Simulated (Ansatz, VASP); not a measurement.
# NiO in VASP and in Ansatz

The input INCAR:

```
SYSTEM = NiO
PREC = Accurate ; ENCUT = 520
EDIFF = 1E-7 ; ISMEAR = 0
SIGMA = 0.028999999999999998 ; LREAL = .FALSE.
LASPH = .TRUE. ; NELM = 150
ALGO = Fast ; ISIF = 2
LWAVE = .FALSE. ; LCHARG = .FALSE.
ISPIN = 2 ; MAGMOM = 1 0
LORBIT = 11 ; LMAXMIX = 4
GGA = PE ; NBANDS = 19
```

The input KPOINTS:

```
Automatic mesh
0
G
  11 11 11
  0 0 0
```

The input POSCAR:

```
NiO
1.0
    0.0000000000      2.0859016414      2.0859016414
    2.0859016414      0.0000000000      2.0859016414
    2.0859016414      2.0859016414      0.0000000000
Ni O
1 1
Direct
    0.0000000000      0.0000000000      0.0000000000
    0.5000000000      0.5000000000      0.5000000000
```

File input.yaml:

```yaml
crystal:
  lattice:
    - [0.0, 2.0859016414, 2.0859016414]
    - [2.0859016414, 0.0, 2.0859016414]
    - [2.0859016414, 2.0859016414, 0.0]
  atoms:
    - { symbol: Ni, position: [0.0, 0.0, 0.0], spin: 1.0 }
    - { symbol: O, position: [0.5, 0.5, 0.5] }
hamiltonian:
  xc: pbe
  pseudopotentials: { kind: paw }
magnetization:
  spin_polarized: true
kpoints:
  mp_grid: { grid: [11, 11, 11] }
scf:
  occupations: { method: gaussian, width: 0.029 }
output:
  forces: true
  stress: true
  eigenvalues: true
  write_density: true
  write_potential: true
  elf: true
  volumetric_format: npy
```

Alike in both runs: task single point; functional PBE; k mesh 11 × 11 × 11; occupations gaussian, width 0.029 eV; collinear spin, ferromagnetic start.

|  | VASP | Ansatz |
| --- | --- | --- |
| version | VASP 6.6.1 | Ansatz 0.2.0 |
| potentials or method | VASP PAW PBE potentials, release 64 (Ni, O) | Ansatz PAW |
| plane-wave cutoff (eV) | 520 | 420 |
| valence electrons in the cell | 16 | 24 |

Ansatz gave:

* gap on the k mesh at the Fermi level (eV): none
* pressure (GPa): 6.3
* net moment per atom (μB): 0.90
* size of the moment on the site where the two differ most (μB): 0.29

**Question.** Estimate VASP's values.

**Answer.** gap on the k mesh at the Fermi level (eV): none; pressure (GPa): 6.0; net moment per atom (μB): 0.88; size of the moment on the site where the two differ most (μB): 0.27.

Site moments also hang on the region over which each program counts them. A gap of «none» marks a metal or a gap that the smearing closes. With one functional, cell and mesh, what is left measures potentials, basis and numerics. The two sets of potentials don't hold the same shells in valence.

Caveats: a cell with one magnetic atom can't hold antiferromagnetic order, which such compounds often take; semilocal functionals often make such compounds metallic where correlation or magnetic order opens a gap, which also shifts bond lengths; the pressure holds a Pulay correction of +0.7 GPa for the finite cutoff (Ansatz). With open d or f shells a metallic result of PBE can be an artefact of self-interaction; +U or a hybrid may open a gap.
